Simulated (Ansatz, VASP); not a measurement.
Given: the input of a run of VASP 6.6.1 on HgTe.

The input INCAR:

```
SYSTEM = HgTe
PREC = Accurate
ENCUT = 520
EDIFF = 1E-7
ISMEAR = -1
SIGMA = 0.05
LREAL = .FALSE.
LASPH = .TRUE.
NELM = 60
ALGO = Normal
ISIF = 2
LWAVE = .FALSE.
LCHARG = .FALSE.
GGA = PE
NBANDS = 16
```

KPOINTS

```
Automatic mesh
0
G
  7 7 7
  0 0 0
```

The input POSCAR:

```
HgTe
1.0
    0.0000000000      3.1370217585      3.1370217585
    3.1370217585      0.0000000000      3.1370217585
    3.1370217585      3.1370217585      0.0000000000
Hg Te
1 1
Direct
    0.0000000000      0.0000000000      0.0000000000
    0.5000000000      0.5000000000      0.5000000000
```

Potentials or basis: VASP PAW PBE potentials, release 64 (Hg, Te).

Run with:

```bash
$ cat potpaw_PBE.64/Hg/POTCAR potpaw_PBE.64/Te/POTCAR > POTCAR
$ mpirun -np 1 vasp_std > vasp.out
```

Problem. Translate it to Ansatz 0.2.0. Potentials there: Ansatz PAW.

Solution. As run (the cutoff follows the program's own potentials):

File input.yaml:

```yaml
crystal:
  lattice:
    - [0.0, 3.1370217585, 3.1370217585]
    - [3.1370217585, 0.0, 3.1370217585]
    - [3.1370217585, 3.1370217585, 0.0]
  atoms:
    - { symbol: Hg, position: [0.0, 0.0, 0.0] }
    - { symbol: Te, position: [0.5, 0.5, 0.5] }
hamiltonian:
  xc: pbe
  pseudopotentials: { kind: paw }
kpoints:
  mp_grid: { grid: [7, 7, 7] }
scf:
  occupations: { method: fermi_dirac, width: 0.05 }
output:
  forces: true
  stress: true
  eigenvalues: true
```

Potentials or basis: Ansatz PAW.

The run is started by

```sh
$ ansatz run input.yaml --threads 1 --pin off --max-ram 3584MiB --backend cpu --events-out ev --progress --plain --runs-dir out
```

Both were run:

|  | VASP | Ansatz | Ansatz less VASP |
| --- | --- | --- | --- |
| gap on the k mesh at the Fermi level (eV) | none | none | - |
| pressure (GPa) | -2.5 | -2.6 | -0.07 |

A gap of «none» marks a metal or a gap that the smearing closes. With one functional, cell and mesh, what is left measures potentials, basis and numerics. The two sets of potentials don't hold the same shells in valence.

Spin-orbit coupling is left out, which matters for the levels of Hg, Te.
